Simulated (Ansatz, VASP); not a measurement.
# Cross-check of Ba2CaTeO6 between VASP and Ansatz, part 2 of 2

One calculation is typed for both programs; each brings its own data sets. How far apart do they land? The two relaxations start from unlike cells of this crystal (the structure described is Ansatz's start), so only their ends are compared.

VASP 6.6.1 and Ansatz 0.2.0.

So far: The structure; Ansatz: relaxation of cell and atoms, PBEsol with D3(BJ).

## (3) VASP: relaxation of cell and atoms, PBEsol with D3(BJ)

Level of this step: PBEsol with D3(BJ); plane waves and PAW (Ba_sv, Ca_sv, Te, O) (VASP).

Its own start cell and the same functional, mesh and smearing now go to VASP, with its own data sets.

Lines of VASP's logs that name or quote its potential files are left out, and so is its time.

INCAR reads:

```
SYSTEM = Ba2CaTeO6
PREC = Accurate
ENCUT = 600
EDIFF = 1E-07
NELM = 120
ISMEAR = 0
SIGMA = 0.02
LREAL = .FALSE.
ALGO = Normal
GGA = PS
IVDW = 12
NBANDS = 46
LORBIT = 11
LWAVE = .FALSE.
LCHARG = .FALSE.
ISIF = 3
IBRION = 2
NSW = 80
EDIFFG = -0.005
LASPH = .TRUE.
GGA_COMPAT = .FALSE.
NELMIN = 4
EFERMI = MIDGAP
KPAR = 2
```

POSCAR reads:

```
Ba2CaTeO6
1.0
    0.0000000000      4.1637251133      4.1637251133
    4.1637251133      0.0000000000      4.1637251133
    4.1637251133      4.1637251133      0.0000000000
Ba Ca Te O
2 1 1 6
Direct
    0.7500000588      0.7500000588      0.7500000588
    0.2500000588      0.2500000588      0.2500000588
    0.0000000000      0.0000000000      0.0000000000
    0.5000000000      0.5000000000      0.5000000000
    0.7317506280      0.2682493720      0.7317506280
    0.7317506280      0.2682493720      0.2682493720
    0.7317506280      0.7317506280      0.2682493720
    0.2682493720      0.2682493720      0.7317506280
    0.2682493720      0.7317506280      0.7317506280
    0.2682493720      0.7317506280      0.2682493720
```

KPOINTS reads:

```
Automatic mesh
0
Gamma
4 4 4
0 0 0
```

The projector-augmented-wave data sets are Ba_sv, Ca_sv, Te and O (PBE family, release 64).

Started as:

```sh
> mpirun -np 2 vasp_std
```

Numbers of over 12 decimals in the logs are rounded to 6 here.

Output:

```text
[banner, memory and clock lines left out]
running    2 mpi-ranks, on    1 nodes
 distrk:  each k-point on    1 cores,    2 groups
 distr:  one band on    1 cores,    1 groups

 POSCAR found type information on POSCAR BaCaTeO
 POSCAR found :  4 types and      10 ions
|                                                                             |
|               ----> ADVICE to this user running VASP <----                  |
|                                                                             |
|     You enforced a specific xc type in the INCAR file but a different       |
|     [... a line on the potential file left out ...]
|     I HOPE YOU KNOW WHAT YOU ARE DOING!                                     |
|                                                                             |

 LDA part: xc-table for (Slater+PW92), standard interpolation
 POSCAR, INCAR and KPOINTS ok, starting setup
 FFT: planning ... GRIDC
 FFT: planning ... GRID_SOFT
 FFT: planning ... GRID
 WAVECAR not read
 entering main loop
       N       E                     dE             d eps       ncg     rms          rms(c)
DAV:   1     0.622730447425E+03    0.62273E+03   -0.40638E+04   736   0.169E+03
DAV:   2    -0.346134023649E+02   -0.65734E+03   -0.64352E+03  1020   0.369E+02
DAV:   3    -0.739007081765E+02   -0.39287E+02   -0.39090E+02   898   0.970E+01
DAV:   4    -0.751610664956E+02   -0.12604E+01   -0.12581E+01  1208   0.142E+01
DAV:   5    -0.751748425381E+02   -0.13776E-01   -0.13773E-01   952   0.156E+00    0.267E+01
DAV:   6    -0.658517676986E+02    0.93231E+01   -0.45701E+01   816   0.289E+01    0.147E+01
DAV:   7    -0.658115493306E+02    0.40218E-01   -0.33343E+00   930   0.883E+00    0.589E+00
DAV:   8    -0.657460145059E+02    0.65535E-01   -0.24464E-01   970   0.273E+00    0.126E+00
DAV:   9    -0.657387852103E+02    0.72293E-02   -0.33129E-02   962   0.887E-01    0.618E-01
DAV:  10    -0.657392998736E+02   -0.51466E-03   -0.63687E-03  1018   0.460E-01    0.352E-01
DAV:  11    -0.657394448961E+02   -0.14502E-03   -0.49800E-04  1018   0.108E-01    0.193E-01
DAV:  12    -0.657395205725E+02   -0.75676E-04   -0.23870E-04   974   0.937E-02    0.298E-02
DAV:  13    -0.657395075350E+02    0.13038E-04   -0.51452E-05   906   0.367E-02    0.142E-02
DAV:  14    -0.657395089411E+02   -0.14061E-05   -0.37348E-06   936   0.928E-03    0.516E-03
DAV:  15    -0.657395086627E+02    0.27839E-06   -0.42688E-07   860   0.323E-03    0.227E-03
DAV:  16    -0.657395086089E+02    0.53742E-07   -0.43615E-08   514   0.103E-03
   1 F= -.68201151E+02 E0= -.68201151E+02  d E =-.682012E+02
 curvature:   0.00 expect dE= 0.000E+00 dE for cont linesearch  0.000E+00
 trial: gam= 0.00000 g(F)=  0.381E-05 g(S)=  0.412E-04 ort = 0.000E+00 (trialstep = 0.100E+01)
 search vector abs. value=  0.450E-04
 bond charge predicted
       N       E                     dE             d eps       ncg     rms          rms(c)
DAV:   1    -0.657417344956E+02   -0.22258E-02   -0.73385E-03   790   0.509E-01    0.131E-01
DAV:   2    -0.657415400094E+02    0.19449E-03   -0.72479E-04   850   0.132E-01    0.331E-02
DAV:   3    -0.657415115492E+02    0.28460E-04   -0.57924E-05   958   0.476E-02    0.136E-02
DAV:   4    -0.657415061413E+02    0.54079E-05   -0.28277E-05  1194   0.251E-02    0.480E-03
DAV:   5    -0.657415057264E+02    0.41486E-06   -0.13771E-06  1036   0.636E-03    0.350E-03
DAV:   6    -0.657415052397E+02    0.48671E-06   -0.11370E-07   698   0.195E-03    0.197E-03
DAV:   7    -0.657415043229E+02    0.91678E-06   -0.28880E-07   988   0.230E-03    0.769E-04
DAV:   8    -0.657415042379E+02    0.85011E-07   -0.17945E-08   446   0.645E-04
   2 F= -.68201147E+02 E0= -.68201147E+02  d E =0.383867E-05
 trial-energy change:    0.000004  1 .order    0.000003   -0.000045    0.000051
 step:   0.4548(harm=  0.4704)  dis= 0.00008  next Energy=   -68.201161 (dE=-0.101E-04)
 bond charge predicted
       N       E                     dE             d eps       ncg     rms          rms(c)
DAV:   1    -0.657404945468E+02    0.10098E-02   -0.21830E-03   766   0.277E-01    0.717E-02
DAV:   2    -0.657404364253E+02    0.58122E-04   -0.21648E-04   838   0.718E-02    0.181E-02
DAV:   3    -0.657404274363E+02    0.89890E-05   -0.17220E-05   956   0.259E-02    0.744E-03
DAV:   4    -0.657404266810E+02    0.75526E-06   -0.83980E-06  1174   0.137E-02    0.261E-03
DAV:   5    -0.657404271397E+02   -0.45871E-06   -0.39784E-07   942   0.346E-03    0.188E-03
DAV:   6    -0.657404275988E+02   -0.45911E-06   -0.40610E-08   450   0.112E-03    0.102E-03
DAV:   7    -0.657404282050E+02   -0.60621E-06   -0.62187E-08   590   0.129E-03    0.231E-04
DAV:   8    -0.657404282546E+02   -0.49596E-07   -0.25282E-08   404   0.766E-04
   3 F= -.68201161E+02 E0= -.68201161E+02  d E =-.101162E-04
 curvature:  -0.23 expect dE=-0.428E-06 dE for cont linesearch -0.122E-07
 trial: gam= 0.00648 g(F)=  0.145E-05 g(S)=  0.366E-06 ort = 0.153E-05 (trialstep = 0.891E+00)
 search vector abs. value=  0.184E-05
 reached required accuracy - stopping structural energy minimisation
```

Parts of OUTCAR (step 3):

```text
ion  position               nearest neighbor table
   1  0.750  0.750  0.750-   9 2.95   5 2.95   7 2.95   8 2.95   6 2.95   8 2.95   6 2.95  10 2.95
                            10 2.95   5 2.95   9 2.95   7 2.95   3 3.61   4 3.61   4 3.61   4 3.61
   2  0.250  0.250  0.250-   6 2.95   8 2.95  10 2.95   5 2.95   9 2.95   7 2.95   9 2.95   5 2.95
                             7 2.95   8 2.95   6 2.95  10 2.95   4 3.61   3 3.61   3 3.61   3 3.61
   3  0.000  0.000  0.000-   5 2.23   6 2.23   7 2.23   8 2.23   9 2.23  10 2.23   1 3.61   2 3.61
                             2 3.61   2 3.61   1 3.61   1 3.61   1 3.61   2 3.61
   4  0.500  0.500  0.500-   5 1.93   6 1.93   7 1.93   8 1.93   9 1.93  10 1.93   2 3.61   1 3.61
                             1 3.61   1 3.61   2 3.61   2 3.61   2 3.61   1 3.61
   5  0.732  0.268  0.732-   4 1.93   3 2.23   1 2.95   2 2.95   2 2.95   1 2.95
   6  0.732  0.268  0.268-   4 1.93   3 2.23   2 2.95   1 2.95   1 2.95   2 2.95
   7  0.732  0.732  0.268-   4 1.93   3 2.23   1 2.95   2 2.95   2 2.95   1 2.95
   8  0.268  0.268  0.732-   4 1.93   3 2.23   2 2.95   1 2.95   1 2.95   2 2.95
   9  0.268  0.732  0.732-   4 1.93   3 2.23   1 2.95   2 2.95   2 2.95   1 2.95
  10  0.268  0.732  0.268-   4 1.93   3 2.23   2 2.95   1 2.95   1 2.95   2 2.95

  LATTYP: Found a face centered cubic cell.
 ALAT       =     8.3274502266

 Subroutine GETGRP returns: Found 48 space group operations
 (whereof 48 operations were pure point group operations)

The static configuration has the point symmetry O_h .

 Found      8 irreducible k-points:

   k-points           NKPTS =      8   k-points in BZ     NKDIM =      8   number of bands    NBANDS=     46

   dimension x,y,z NGX =    48 NGY =   48 NGZ =   48
   dimension x,y,z NGXF=    96 NGYF=   96 NGZF=   96

   ENCUT  =  600.0 eV  44.10 Ry    6.64 a.u.  11.76 11.76 11.76*2*pi/ulx,y,z

   NELECT =      72.0000    total number of electrons

 k-points in reciprocal lattice and weights: Automatic mesh
   0.00000000  0.00000000  0.00000000       0.016
   0.25000000  0.00000000  0.00000000       0.125
   0.50000000  0.00000000  0.00000000       0.062
   0.25000000  0.25000000  0.00000000       0.094
   0.50000000  0.25000000  0.00000000       0.375
  -0.25000000  0.25000000  0.00000000       0.188
   0.50000000  0.50000000  0.00000000       0.047
  -0.25000000  0.50000000  0.25000000       0.094

 Edisp (eV)   -2.45964

 average (electrostatic) potential at core
       1 -33.7614       2 -33.7614       3 -42.3659       4 -91.4263       5 -69.9853
       6 -69.9853       7 -69.9853       8 -69.9853       9 -69.9853      10 -69.9853

 E-fermi :   5.0196

 k-point     1 :       0.0000    0.0000    0.0000
  band No.  band energies     occupation
    ...
     32       2.5960      2.00000
     33       2.5960      2.00000
     34       3.2854      2.00000
     35       3.2854      2.00000
     36       3.2854      2.00000
     37       6.7538      0.00000
     38       7.9620      0.00000
     39       7.9620      0.00000
     40       8.9927      0.00000
     41       8.9927      0.00000
    ...

 k-point     2 :       0.2500    0.0000    0.0000
  band No.  band energies     occupation
    ...
     32       2.4939      2.00000
     33       2.4939      2.00000
     34       3.0403      2.00000
     35       3.0403      2.00000
     36       3.1491      2.00000
     37       7.4057      0.00000
     38       8.6094      0.00000
     39       8.6094      0.00000
     40       9.1129      0.00000
     41       9.4320      0.00000
    ...

 k-point     3 :       0.5000    0.0000    0.0000
  band No.  band energies     occupation
    ...
     32       2.3039      2.00000
     33       2.4423      2.00000
     34       2.8924      2.00000
     35       2.8924      2.00000
     36       2.9621      2.00000
     37       8.0370      0.00000
     38       9.3809      0.00000
     39       9.5226      0.00000
     40       9.5226      0.00000
     41       9.7272      0.00000
    ...

 Edisp (eV)   -2.46073

  Total       0.00503     0.00503     0.00503     0.00000     0.00000    -0.00000
  in kB       0.05577     0.05577     0.05577     0.00000     0.00000    -0.00000
  external pressure =        0.06 kB  Pullay stress =        0.00 kB

  energy-cutoff  :      600.00
  volume of cell :      144.42
      direct lattice vectors                 reciprocal lattice vectors
     0.000000000  4.164212514  4.164212514    -0.120070721  0.120070721  0.120070721
     4.164212514  0.000000000  4.164212514     0.120070721 -0.120070721  0.120070721
     4.164212514  4.164212514  0.000000000     0.120070721  0.120070721 -0.120070721

 POSITION                                       TOTAL-FORCE (eV/Angst)
 -----------------------------------------------------------------------------------
      6.24632      6.24632      6.24632         0.000000      0.000000      0.000000
      2.08211      2.08211      2.08211        -0.000000     -0.000000     -0.000000
      0.00000      0.00000      0.00000         0.000000      0.000000     -0.000000
      4.16421      4.16421      4.16421        -0.000000      0.000000     -0.000000
      4.16421      6.09441      4.16421         0.000000     -0.002241     -0.000000
      2.23402      4.16421      4.16421         0.002241      0.000000      0.000000
      4.16421      4.16421      6.09441         0.000000      0.000000     -0.002241
      4.16421      4.16421      2.23402         0.000000      0.000000      0.002241
      6.09441      4.16421      4.16421        -0.002241      0.000000     -0.000000
      4.16421      2.23402      4.16421         0.000000      0.002241      0.000000
 -----------------------------------------------------------------------------------
    total drift:                               -0.000355     -0.000355     -0.000355

  FREE ENERGIE OF THE ION-ELECTRON SYSTEM (eV)
  ---------------------------------------------------
  free  energy   TOTEN  =       -68.2011606840 eV

  energy  without entropy=      -68.2011606840  energy(sigma->0) =      -68.20116068

 reached required accuracy - stopping structural energy minimisation

 total charge
# of ion       s       p       d       tot
------------------------------------------
    1        1.997   5.619   0.271   7.887
    2        1.997   5.619   0.271   7.887
    3        2.042   5.896   0.353   8.291
    4        1.192   1.614   0.550   3.356
    5        1.561   3.466   0.000   5.027
    6        1.561   3.466   0.000   5.027
    7        1.561   3.466   0.000   5.027
    8        1.561   3.466   0.000   5.027
    9        1.561   3.466   0.000   5.027
   10        1.561   3.466   0.000   5.027
--------------------------------------------------
tot         16.594  39.543   1.445  57.582

[... 3 further parts left out ...]
```

CONTCAR:

```
Ba2CaTeO6
   1.00000000000000
     0.0000000000000000    4.1642125144575086    4.1642125144575086
     4.1642125144575086    0.0000000000000000    4.1642125144575086
     4.1642125144575086    4.1642125144575086    0.0000000000000000
  Ba              Ca              Te              O
     2     1     1     6
Direct
     0.7500000587999978    0.7500000587999978    0.7500000587999978
     0.2500000587999978    0.2500000587999978    0.2500000587999978
     0.0000000000000000    0.0000000000000000    0.0000000000000000
     0.5000000000000000    0.5000000000000000    0.5000000000000000
     0.7317601937216897    0.2682398062783103    0.7317601937216897
     0.7317601937216897    0.2682398062783103    0.2682398062783103
     0.7317601937216897    0.7317601937216897    0.2682398062783103
     0.2682398062783103    0.2682398062783103    0.7317601937216897
     0.2682398062783103    0.7317601937216897    0.7317601937216897
     0.2682398062783103    0.7317601937216897    0.2682398062783103
```

Harder data sets than Ba_sv exist (the GW ones), and pressures, volumes and forces can shift noticeably with them.

## (4) Side by side

Known differences besides the potentials themselves: the data sets hold 82 valence electrons in Ansatz (on its default PAW (the set named soft_2) files) and 72 in VASP; the cutoff is 420 eV in Ansatz and 600 eV in VASP; Ansatz makes its cores anew for this functional, VASP keeps those of its PBE data sets; Ansatz adds a Pulay correction to the stress that steers its cell, VASP none. Total energies have different zeros and are not compared.

Both answers:

```csv
quantity,Ansatz,VASP,difference
volume (Å³),143.09,144.42,-0.92 %
"edge a after relaxation, in the typed setting (Å)",5.871,5.889,-0.31 %
```

## (5) Outcome

| Property | Result |
| --- | --- |
| difference in volume (relaxation of cell and atoms, PBEsol with D3(BJ)) | -0.92 % |

The difference in volume is -0.92 % (relaxation of cell and atoms, PBEsol with D3(BJ)), within the 1.2 % picked in this series as the mark of a large difference, as far as the stopping tolerances let one tell. The data sets hold unlike numbers of valence electrons (82 in Ansatz and 72 in VASP), so part of the differences comes from the potentials. Such differences can come from data sets, numerical settings and the points named under the comparisons, not from the functional's error against experiment.

[Lines on the potential files, build, host, timing and source positions are cut from VASP's logs without a mark.]

[Logs are printed without paths, hosts, clocks, repeated set-up lines and the standing remarks that a program may print on its own settings, such as how far it seeks lower states.]

[Hosts, paths, dates, database ids (printed as entryN), source tags and the programs' standing remarks are cut or masked in the printed files.]
